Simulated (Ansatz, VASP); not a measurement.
One calculation of GaSb, two programs

File INCAR:

```
ALGO = Normal ; EDIFF = 1E-6
EDIFFG = -0.005 ; ENCUT = 600
GGA = PE ; IBRION = 2
ISIF = 3 ; ISMEAR = -1
LASPH = True ; LCHARG = False
LREAL = False ; LWAVE = False
NELM = 60 ; NSW = 100
PREC = Accurate ; SIGMA = 0.05
```

The input KPOINTS:

```
k-points
0
Gamma
  10 10 10
```

File POSCAR:

```
GaSb
1.0
    0.0000000000      2.7216090333      2.7216090333
    2.7216090333      0.0000000000      2.7216090333
    2.7216090333      2.7216090333      0.0000000000
Ga Sb
1 1
Direct
    0.0000000000      0.0000000000      0.0000000000
    0.5000000000      0.5000000000      0.5000000000
```

Input for Ansatz:

```yaml
crystal:
  lattice:
    - [0.0, 2.7216090333, 2.7216090333]
    - [2.7216090333, 0.0, 2.7216090333]
    - [2.7216090333, 2.7216090333, 0.0]
  atoms:
    - { symbol: Ga, position: [0.0, 0.0, 0.0] }
    - { symbol: Sb, position: [0.5, 0.5, 0.5] }
kpoints:
  mp_grid: { grid: [10, 10, 10] }
scf:
  occupations: { method: fermi_dirac, width: 0.05 }
hamiltonian:
  xc: pbe
  pseudopotentials: { kind: paw }
output:
  forces: true
  stress: true
relax:
  f_tol: 0.005
  max_steps: 80
  cell: {}
```

Alike in both runs: task relaxation of cell and atoms; functional PBE; k mesh 10 × 10 × 10; occupations fermi-dirac, width 0.05 eV; no spin polarisation.

|  | VASP | Ansatz |
| --- | --- | --- |
| version | VASP 6.6.1 | Ansatz 0.2.0 |
| potentials or method | VASP PAW PBE potentials, release 64 (Ga_d, Sb) | PAW with Ansatz's default frozen-core files, scalar-relativistic |
| plane-wave cutoff (eV) | 600 | 420 |
| valence electrons in the cell | 18 | 28 |

```tsv
	VASP	Ansatz	Ansatz less VASP
relaxed volume (Å³/atom)	24.45	24.40	-0.048
relaxed cell length with the largest relative difference (Å)	4.105	4.102	-0.0027
energy change over the relaxation (meV/atom)	-183	-181	+1.8
```

The two sets of potentials don't hold the same shells in valence.

Caveats: the volume moved by over 15 % at a fixed basis, so the end points are rough (VASP). The runs have no spin-orbit coupling, so splittings on Sb are missing.
